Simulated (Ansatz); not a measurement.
# Dielectric response of BN (110) films, part 2 of 2

Wanted: ε of zincblende BN (110) by finite fields on slabs, and the band edges against the vacuum where run.

Ansatz 0.2.0; plane-wave DFT, r2SCAN, Ansatz PAW.

So far, gap on the k-mesh (eV): step 2 (relaxation, 10 atoms, units 5) 2.82; step 8 (relaxing in the field, 10 atoms, field -0.05 V/Å) 2.81; step 10 (relaxing the film, 16 atoms, units 8) 3.07; step 11 (single point on the relaxed film, 16 atoms, units 8) 3.07; step 12 (atoms held, 16 atoms, units 8, field 0.05 V/Å) 3.02.

### 13. Single point, 16 atoms, units 8, field -0.05 V/Å

Contents of input.yaml:

```yaml
crystal:
  lattice:
    - [2.55619101, 0.0, 0.0]
    - [0.0, 3.615, 0.0]
    - [0.0, 0.0, 26.946668549]
  atoms:
    - { symbol: B, position: [0.5, 0.5468194794, 0.3422520439] }
    - { symbol: "N", position: [0.0, 0.7299113877, 0.3344331128] }
    - { symbol: B, position: [0.0, -0.0016895483, 0.3794709601] }
    - { symbol: "N", position: [0.5, 0.2409153634, 0.3804021064] }
    - { symbol: B, position: [0.5, 0.4974083623, 0.4294868352] }
    - { symbol: "N", position: [0.0, 0.7463216224, 0.4290784295] }
    - { symbol: B, position: [0.0, -0.0048146842, 0.4761669886] }
    - { symbol: "N", position: [0.5, 0.2451280323, 0.4762138656] }
    - { symbol: B, position: [0.5, 0.4951853152, 0.5238330113] }
    - { symbol: "N", position: [0.0, 0.7451280311, 0.5237861345] }
    - { symbol: B, position: [0.0, -0.0025916397, 0.5705131646] }
    - { symbol: "N", position: [0.5, 0.24632162, 0.5709215707] }
    - { symbol: B, position: [0.5, 0.4983104463, 0.6205290396] }
    - { symbol: "N", position: [0.0, 0.7409153579, 0.6195978939] }
    - { symbol: B, position: [0.0, 0.0468194732, 0.657747956] }
    - { symbol: "N", position: [0.5, 0.2299113809, 0.6655668872] }
kpoints:
  mp_grid: { grid: [10, 8, 1] }
hamiltonian:
  xc: r2scan
scf:
  occupations: { method: fixed }
  convergence: { dr2_threshold: 1.0e-10 }
efield:
  axis: 3
  dipole_correction: true
  ramp_position: 0.97
  ramp_width: 0.06
  amplitude: -0.05
output:
  write_potential: true
  write_density: true
  volumetric_format: npy
```

The run is started by

```
$ ansatz run input.yaml --threads 4 --pin off --max-ram 12288MiB --backend cpu --events-out ev --progress --plain --runs-dir out
```

Wall time 36 s (4 threads of Arm Neoverse V1, shared host); peak memory 1.3 GiB.

The dipole is -0.0223 e·Å, and the gap on the mesh 3.021 eV.

### 14. Response with the atoms held, 16 atoms, units 8

This step: plane-wave DFT, r2SCAN, Ansatz PAW; response to a field along the normal, atoms held (Ansatz 0.2.0).

Local field over the applied field, running mean. From the potentials at -0.05 and 0.05 V/Å; running mean over 1.278 Å, taken twice. The local field over applied field by z:

z (Å), local field over applied field and a bar from the least value:
```
        5      0.999 ##############################
        6      0.991 ##############################
        7      0.921 ###########################
        8      0.628 ################
        9      0.262 ###
       10      0.183 
       11      0.209 #
       12      0.210 #
       13      0.218 #
       14      0.217 #
       15      0.210 #
       16      0.208 #
       17      0.182 
       18      0.276 ###
       19      0.650 #################
       20      0.928 ###########################
       21      0.993 ##############################
       22      0.999 ##############################
```

The induced dipole is that of a conductor 8.72 Å thick.

### 15. Relaxation, 24 atoms, units 12

This step: plane-wave DFT, r2SCAN, Ansatz PAW (Ansatz 0.2.0).

System of this step: BN (110), 12 units. The cell holds 24 atoms: 12 B and 12 N. Cell: a = 2.556 Å, b = 3.615 Å, c = 32.059 Å, α = 90.0°, β = 90.0°, γ = 90.0°. It derives from BN (zincblende BN). Vacuum lies along c.

Contents of input.yaml:

```yaml
crystal:
  lattice:
    - [2.55619101, 0.0, 0.0]
    - [0.0, 3.615, 0.0]
    - [0.0, 0.0, 32.0590505769]
  atoms:
    - { symbol: B, position: [0.5, 0.5, 0.2807319567] }
    - { symbol: "N", position: [0.0, 0.75, 0.2807319567] }
    - { symbol: B, position: [0.0, 0.0, 0.3205988737] }
    - { symbol: "N", position: [0.5, 0.25, 0.3205988737] }
    - { symbol: B, position: [0.5, 0.5, 0.3604657907] }
    - { symbol: "N", position: [0.0, 0.75, 0.3604657907] }
    - { symbol: B, position: [0.0, 0.0, 0.4003327076] }
    - { symbol: "N", position: [0.5, 0.25, 0.4003327076] }
    - { symbol: B, position: [0.5, 0.5, 0.4401996246] }
    - { symbol: "N", position: [0.0, 0.75, 0.4401996246] }
    - { symbol: B, position: [0.0, 0.0, 0.4800665415] }
    - { symbol: "N", position: [0.5, 0.25, 0.4800665415] }
    - { symbol: B, position: [0.5, 0.5, 0.5199334585] }
    - { symbol: "N", position: [0.0, 0.75, 0.5199334585] }
    - { symbol: B, position: [0.0, 0.0, 0.5598003754] }
    - { symbol: "N", position: [0.5, 0.25, 0.5598003754] }
    - { symbol: B, position: [0.5, 0.5, 0.5996672924] }
    - { symbol: "N", position: [0.0, 0.75, 0.5996672924] }
    - { symbol: B, position: [0.0, 0.0, 0.6395342093] }
    - { symbol: "N", position: [0.5, 0.25, 0.6395342093] }
    - { symbol: B, position: [0.5, 0.5, 0.6794011263] }
    - { symbol: "N", position: [0.0, 0.75, 0.6794011263] }
    - { symbol: B, position: [0.0, 0.0, 0.7192680433] }
    - { symbol: "N", position: [0.5, 0.25, 0.7192680433] }
kpoints:
  mp_grid: { grid: [10, 8, 1] }
hamiltonian:
  xc: r2scan
scf:
  occupations: { method: fixed }
  convergence: { dr2_threshold: 1.0e-09 }
efield:
  axis: 3
  dipole_correction: true
  ramp_position: 0.97
  ramp_width: 0.06
relax:
  f_tol: 0.003
  max_steps: 100
output:
  write_potential: true
  write_density: true
  volumetric_format: npy
```

The job ended after 4.7 min (4 threads; peak memory 1.8 GiB).

The steps of the relaxation:

```tsv
step	energy less that of the first step (eV)	largest force component (eV/Å)
1	0.0000	5.3215
2	-1.8570	2.5713
3	-2.0083	1.1549
4	-2.2703	0.4415
5	-2.2905	0.0687
6	-2.2909	0.0197
7	-2.2909	0.0030
8	-2.2909	0.0003
```

Forces are held to the 2 operations that the run works with; a distortion that breaks them can't arise in this run.

The atoms that moved most (Å):

```tsv
atom	dx	dy	dz	length
B1	0.000	0.175	0.227	0.286
B23	0.000	0.175	-0.227	0.286
N24	0.000	-0.067	-0.016	0.069
N2	0.000	-0.067	0.016	0.069
B3	0.000	-0.001	-0.048	0.048
B21	0.000	-0.001	0.048	0.048
N22	0.000	-0.027	0.023	0.036
N4	0.000	-0.027	-0.023	0.036
```

The relaxed structure:

```xyz
24
Lattice="2.5562 0.0000 0.0000 0.0000 3.6150 0.0000 0.0000 0.0000 32.0591" Properties=species:S:1:pos:R:3
B     1.2781    1.9823    9.2270
N     0.0000    2.6442    9.0162
B     0.0000   -0.0007   10.2302
N     1.2781    0.8765   10.2553
B     1.2781    1.8038   11.5776
N     0.0000    2.7037   11.5663
B     0.0000   -0.0126   12.8364
N     1.2781    0.8914   12.8376
B     1.2781    1.7972   14.1164
N     0.0000    2.7004   14.1166
B     0.0000   -0.0112   15.3915
N     1.2781    0.8925   15.3910
B     1.2781    1.7963   16.6675
N     0.0000    2.7000   16.6681
B     0.0000   -0.0103   17.9426
N     1.2781    0.8929   17.9424
B     1.2781    1.7949   19.2227
N     0.0000    2.6989   19.2214
B     0.0000   -0.0037   20.4814
N     1.2781    0.8962   20.4928
B     1.2781    1.8068   21.8289
N     0.0000    2.6840   21.8038
B     0.0000    0.1748   22.8321
N     1.2781    0.8367   23.0429
```

Running mean over 1.278 Å of the planar mean; the ramp of the sawtooth is left out. Table of electron's electrostatic potential energy less the highest filled level by z:

```tsv
z (Å)	electron's electrostatic potential energy less the highest filled level (eV)
4	6.91
5	6.91
6	6.90
7	6.83
8	4.73
9	-7.05
10	-10.6
11	-8.62
12	-9.29
13	-9.22
14	-9.20
15	-9.24
16	-9.23
17	-9.24
18	-9.21
19	-9.21
20	-9.31
21	-8.64
22	-10.5
23	-7.54
24	4.23
25	6.82
26	6.90
27	6.91
28	6.91
```

The relaxation took 8 steps and lowered the energy by 2.3 eV; the largest force on the free atoms ends at 2.9e-4 eV/Å.

The gap is 3.11 eV, with the valence edge 6.91 eV and the conduction edge 3.80 eV under the upper vacuum level.

### 16. Comparing the runs

Times are for 4 threads of Arm Neoverse V1, shared host. Results by setting:

```tsv
no.	units	gap by band count (eV)	ionisation energy, upper face (eV)	electron affinity, upper face (eV)	time	memory (GiB)
1	5	2.815	6.775	3.959	89 s	0.93
2	8	3.069	6.860	3.791	2.4 min	1.3
3	12	3.111	6.907	3.795	4.7 min	1.8
```

The valence density, planar mean (5) oscillates, so the rows of the table below give means over windows of 1 Å about each position, cut where the curve ends. Its maxima inside the range that stand out by 2 % of the span (Å: e/Å³): 9.1: 0.763, 10.1: 0.790, 11.6: 0.762, 13.0: 0.790, 14.0: 0.763. Its minima: 9.6: 0.640, 10.9: 0.547, 12.2: 0.547, 13.5: 0.640.

The runs together. The valence density, planar mean by z; means over each step:

```tsv
z (Å)	5 (e/Å³)	8 (e/Å³)	12 (e/Å³)
5	5.4e-6	5.2e-6	5.2e-6
6	1.3e-4	1.3e-4	1.3e-4
7	0.00374	0.00373	0.00364
8	0.107	0.105	0.105
9	0.650	0.648	0.647
10	0.723	0.726	0.726
11	0.638	0.632	0.633
12	0.646	0.670	0.670
13	0.727	0.692	0.694
14	0.679	0.697	0.697
15	0.149	0.674	0.671
16	0.00545	0.631	0.657
17	1.9e-4	0.724	0.677
18	7.7e-6	0.629	0.700
19	0	0.0881	0.688
20	0	0.00306	0.665
21	0	1.1e-4	0.638
22	0	4.5e-6	0.727
```

### 17. Single point on the relaxed film, 24 atoms, units 12

Contents of input.yaml:

```yaml
crystal:
  lattice:
    - [2.55619101, 0.0, 0.0]
    - [0.0, 3.615, 0.0]
    - [0.0, 0.0, 32.0590505769]
  atoms:
    - { symbol: B, position: [0.5, 0.5483529303, 0.2878116985] }
    - { symbol: "N", position: [0.0, 0.7314396716, 0.2812363215] }
    - { symbol: B, position: [0.0, -0.0001996591, 0.319104167] }
    - { symbol: "N", position: [0.5, 0.2424523477, 0.3198873211] }
    - { symbol: B, position: [0.5, 0.4989853117, 0.361134027] }
    - { symbol: "N", position: [0.0, 0.7479094269, 0.3607804997] }
    - { symbol: B, position: [0.0, -0.0034807172, 0.4003981497] }
    - { symbol: "N", position: [0.5, 0.2465972662, 0.4004364171] }
    - { symbol: B, position: [0.5, 0.4971387545, 0.4403263217] }
    - { symbol: "N", position: [0.0, 0.7469927847, 0.4403316633] }
    - { symbol: B, position: [0.0, -0.0030874742, 0.4800993076] }
    - { symbol: "N", position: [0.5, 0.2468993667, 0.4800827163] }
    - { symbol: B, position: [0.5, 0.4969125256, 0.5199006922] }
    - { symbol: "N", position: [0.0, 0.7468993664, 0.5199172837] }
    - { symbol: B, position: [0.0, -0.0028612462, 0.5596736782] }
    - { symbol: "N", position: [0.5, 0.246992784, 0.5596683367] }
    - { symbol: B, position: [0.5, 0.4965192816, 0.5996018503] }
    - { symbol: "N", position: [0.0, 0.7465972653, 0.599563583] }
    - { symbol: B, position: [0.0, -0.0010146905, 0.638865973] }
    - { symbol: "N", position: [0.5, 0.2479094245, 0.6392195004] }
    - { symbol: B, position: [0.5, 0.4998003381, 0.680895833] }
    - { symbol: "N", position: [0.0, 0.7424523453, 0.680112679] }
    - { symbol: B, position: [0.0, 0.0483529275, 0.7121883015] }
    - { symbol: "N", position: [0.5, 0.2314396687, 0.7187636786] }
kpoints:
  mp_grid: { grid: [10, 8, 1] }
hamiltonian:
  xc: r2scan
scf:
  occupations: { method: fixed }
  convergence: { dr2_threshold: 1.0e-09 }
efield:
  axis: 3
  dipole_correction: true
  ramp_position: 0.97
  ramp_width: 0.06
output:
  eigenvalues: true
  dos: { projected: true, e_range: [-7, 7] }
  write_potential: true
  write_density: true
  volumetric_format: npy
checkpoint:
  write: end12.run
  compress: false
  write_wavefunctions: false
```

Wall time 77 s (4 threads); peak memory 1.7 GiB.

Running mean over 1.278 Å of the planar mean; the ramp of the sawtooth is left out. Electron's electrostatic potential energy less the highest filled level against z:

z (Å), electron's electrostatic potential energy less the highest filled level (eV) and a bar from the least value:
```
        4        6.9 ##############################
        5        6.9 ##############################
        6        6.9 ##############################
        7        6.8 ##############################
        8        4.7 ##########################
        9       -7.1 ######
       10      -10.6 
       11       -8.6 ###
       12       -9.3 ##
       13       -9.2 ##
       14       -9.2 ##
       15       -9.2 ##
       16       -9.2 ##
       17       -9.2 ##
       18       -9.2 ##
       19       -9.2 ##
       20       -9.3 ##
       21       -8.6 ###
       22      -10.5 
       23       -7.5 #####
       24        4.2 #########################
       25        6.8 ##############################
       26        6.9 ##############################
       27        6.9 ##############################
       28        6.9 ##############################
```

The gap is 3.11 eV, with the valence edge 6.91 eV and the conduction edge 3.80 eV under the upper vacuum level.

### 18. Single point, 24 atoms, units 12, field 0.05 V/Å

Edit input.yaml of step 17 so:

```diff
@@ -36,3 +36,3 @@
   occupations: { method: fixed }
-  convergence: { dr2_threshold: 1.0e-09 }
+  convergence: { dr2_threshold: 1.0e-10 }
 efield:
@@ -42,5 +42,4 @@
   ramp_width: 0.06
+  amplitude: 0.05
 output:
-  eigenvalues: true
-  dos: { projected: true, e_range: [-7, 7] }
   write_potential: true
@@ -48,5 +47 @@
   volumetric_format: npy
-checkpoint:
-  write: end12.run
-  compress: false
-  write_wavefunctions: false
```

The job ended after 70 s (4 threads; peak memory 1.8 GiB; 4.6 min of CPU time).

The dipole is 0.0323 e·Å, and the gap on the mesh 3.001 eV.

### 19. Atoms held, 24 atoms, units 12, field -0.05 V/Å

Edit input.yaml of step 18 so:

```diff
@@ -42,3 +42,3 @@
   ramp_width: 0.06
-  amplitude: 0.05
+  amplitude: -0.05
 output:
```

The job ended after 71 s (4 threads; peak memory 1.8 GiB; 4.6 min of CPU time).

The dipole is -0.0323 e·Å, and the gap on the mesh 3.001 eV.

### 20. Response with the atoms held, 24 atoms, units 12

This step: plane-wave DFT, r2SCAN, Ansatz PAW; response to a field along the normal, atoms held (Ansatz 0.2.0).

Local field over the applied field, running mean. From the potentials at -0.05 and 0.05 V/Å; running mean over 1.278 Å, taken twice. Table of local field over applied field by z:

```tsv
z (Å)	local field over applied field
5	0.999
6	0.992
7	0.921
8	0.630
9	0.264
10	0.184
11	0.209
12	0.212
13	0.220
14	0.223
15	0.223
16	0.224
17	0.223
18	0.223
19	0.220
20	0.213
21	0.210
22	0.185
23	0.250
24	0.606
25	0.912
26	0.990
27	0.999
```

The induced dipole is that of a conductor 12.67 Å thick.

### 21. Relaxing in the field, 24 atoms, units 12, field 0.05 V/Å

This step: plane-wave DFT, r2SCAN, Ansatz PAW (Ansatz 0.2.0).

The same pair of relaxations in the field for this thickness.

Edit input.yaml of step 19 so:

```diff
@@ -42,3 +42,6 @@
   ramp_width: 0.06
-  amplitude: -0.05
+  amplitude: 0.05
+relax:
+  f_tol: 0.0006
+  max_steps: 70
 output:
```

Run time: 2.7 min. Hardware: 4 threads; peak memory 1.8 GiB; 11 min of CPU time.

No atom moved by 0.005 Å in the relaxation.

The relaxation took 4 steps and lowered the energy by 9.1e-5 eV; the largest force on the free atoms ends at 4.7e-4 eV/Å.

The dipole is 0.0360 e·Å, and the gap on the mesh 3.051 eV.

### 22. Field on, atoms free, 24 atoms, units 12, field -0.05 V/Å

Edit input.yaml of step 21 so:

```diff
@@ -42,3 +42,3 @@
   ramp_width: 0.06
-  amplitude: 0.05
+  amplitude: -0.05
 relax:
```

The job ended after 2.7 min (4 threads; peak memory 1.8 GiB; 11 min of CPU time).

Hardly anything moved in the relaxation; the energy changed by under 0.2 meV an atom.

The relaxation took 4 steps and lowered the energy by 9.1e-5 eV; the largest force on the free atoms ends at 4.7e-4 eV/Å.

The dipole is -0.0360 e·Å, and the gap on the mesh 3.051 eV.

### 23. Response with the atoms relaxed, 24 atoms, units 12

This step: plane-wave DFT, r2SCAN, Ansatz PAW; response to a field along the normal, atoms relaxed (Ansatz 0.2.0).

This step gave:

```
equivalent conductor thickness p/(ε₀AE) : 14.10 Å
inner field over outer field            : 0.1398
local ε in the middle                   : 7.153
```

Local field over the applied field, running mean. From the potentials at -0.05 and 0.05 V/Å; running mean over 1.278 Å, taken twice. Local field over applied field against z:

```tsv
z (Å)	local field over applied field
5	0.999
6	0.992
7	0.915
8	0.593
9	0.228
10	0.0181
11	0.126
12	0.131
13	0.138
14	0.139
15	0.138
16	0.140
17	0.138
18	0.139
19	0.139
20	0.130
21	0.129
22	0.0188
23	0.206
24	0.570
25	0.904
26	0.990
27	0.999
```

The induced dipole is that of a conductor 14.10 Å thick.

### 24. Electronic ε from the series

This step: plane-wave DFT, r2SCAN, Ansatz PAW; permittivity from the thickness series, atoms held (Ansatz 0.2.0).

Each added layer adds t(1 − 1/ε) to the dipole term, so the slope against thickness gives ε without a choice of where the film ends.

Numbers from this step:

| Item | Value |
| --- | --- |
| slope | 0.7769 |
| intercept of the fit | 1.775 Å |
| ε of the interior | 4.482 |

Equivalent conductor thickness against distance between the outer atoms:

```tsv
distance between the outer atoms (Å)	equivalent conductor thickness (Å)
5.10	5.73
8.92	8.72
14.03	12.7
```

By hand, from the thinnest and the thickest film: slope = (12.668 − 5.734) / (14.027 − 5.103) = 0.777, so ε = 1/(1 − 0.777) = 4.48.

### 25. Static ε from the series

This step: plane-wave DFT, r2SCAN, Ansatz PAW; permittivity from the thickness series, atoms relaxed (Ansatz 0.2.0).

The same fit for the relaxed films. The nearer its slope lies to 1, the more ε hangs on small errors.

This step gave:

```
slope                : 0.8610
intercept of the fit : 2.021 Å
ε of the interior    : 7.192
```

Equivalent conductor thickness against distance between the outer atoms:

```tsv
distance between the outer atoms (Å)	equivalent conductor thickness (Å)
5.10	6.41
14.03	14.1
```

By hand, from the thinnest and the thickest film: slope = (14.097 − 6.414) / (14.027 − 5.103) = 0.861, so ε = 1/(1 − 0.861) = 7.19. One nm of such a film has the capacitance of 3.9/7.19 = 0.54 nm of SiO₂ (its equivalent oxide thickness).

### 26. Varying the input

This step: plane-wave DFT, r2SCAN, Ansatz PAW (Ansatz 0.2.0).

System of this step: BN (110), 5 units. The cell holds 10 atoms: 5 B and 5 N. Its edges and angles: a = 2.556 Å, b = 3.615 Å, c = 23.112 Å, α = 90.0°, β = 90.0°, γ = 90.0°. It derives from BN (zincblende BN). Vacuum lies along c. The cell carries charge +1.

A run with a changed input: it repeats the earlier run at 0.05 V/Å, 5 units with total_charge to 1.

Contents of input.yaml:

```yaml
crystal:
  lattice:
    - [2.55619101, 0.0, 0.0]
    - [0.0, 3.615, 0.0]
    - [0.0, 0.0, 23.112382028]
  atoms:
    - { symbol: B, position: [0.5, 0.5444245761, 0.3987532627] }
    - { symbol: "N", position: [0.0, 0.7272618739, 0.3896027301] }
    - { symbol: B, position: [0.0, -0.0052410973, 0.4425490885] }
    - { symbol: "N", position: [0.5, 0.2381689952, 0.4435317243] }
    - { symbol: B, position: [0.5, 0.495885528, 0.4999999999] }
    - { symbol: "N", position: [0.0, 0.7448857824, 0.5000000001] }
    - { symbol: B, position: [0.0, -0.0052410986, 0.5574509114] }
    - { symbol: "N", position: [0.5, 0.238168994, 0.5564682758] }
    - { symbol: B, position: [0.5, 0.5444245744, 0.6012467373] }
    - { symbol: "N", position: [0.0, 0.727261872, 0.61039727] }
kpoints:
  mp_grid: { grid: [10, 8, 1] }
hamiltonian:
  xc: r2scan
scf:
  occupations: { method: fixed }
  convergence: { dr2_threshold: 1.0e-10 }
efield:
  axis: 3
  dipole_correction: true
  ramp_position: 0.97
  ramp_width: 0.06
  amplitude: 0.05
output:
  write_potential: true
  write_density: true
  volumetric_format: npy
total_charge: 1
```

It took 0.02 s on 4 threads; peak memory 0.031 GiB.

The program refused the input before any cycle.

The program's message: “Error: efield: with total_charge ≠ 0 without external_charges — the saw-weighted dipole of a charged cell depends on the ramp position (the isolated-slab reference a dipole correction restores does no …”

### 27. The same run with other settings

An input spoilt on purpose, to show how the run answers: it repeats the earlier run at 0.05 V/Å, 5 units with efield.axis from 3 to 0, and scf.max_iter set to 75.

Edit input.yaml of step 26 so:

```diff
@@ -23,4 +23,5 @@
   convergence: { dr2_threshold: 1.0e-10 }
+  max_iter: 75
 efield:
-  axis: 3
+  axis: 0
   dipole_correction: true
@@ -33,2 +34 @@
   volumetric_format: npy
-total_charge: 1
```

Elapsed: 0.02 s, on 4 threads; peak memory 0.03 GiB.

The program refused the input before any cycle.

The program's message: “Error: invalid value for `efield.axis`: must be in [1, 3]; got 0”

The fault put into the input: an axis of 0, outside the range 1 to 3.

### 28. What came out

```json
{"electronic ε from the thickness series": "4.48", "static ε from the thickness series": "7.19", "local electronic ε, middle of 12 units": "4.47"}
```

What this shows: The films give an electronic ε of 4.48 and a static ε of 7.19. The slope of the series and the field inside the thickest film give 4.48 and 4.47, in agreement. Ions raise ε from 4.48 to 7.19. The static value rests on two thicknesses alone. The in-plane lattice constants are held at typed bulk values. Semilocal functionals tend to overestimate the electronic ε a little.

[Logs are printed without paths, hosts, clocks, repeated set-up lines and the standing remarks that a program may print on its own settings, such as how far it seeks lower states.]

[Hosts, paths, dates, database ids (printed as entryN), source tags and the programs' standing remarks are cut or masked in the printed files.]

[Maps of the electrostatic potential energy from Ansatz leave out the sawtooth potential of an applied field or a dipole correction, so their vacuum need not be flat; planar profiles and work functions include it.]
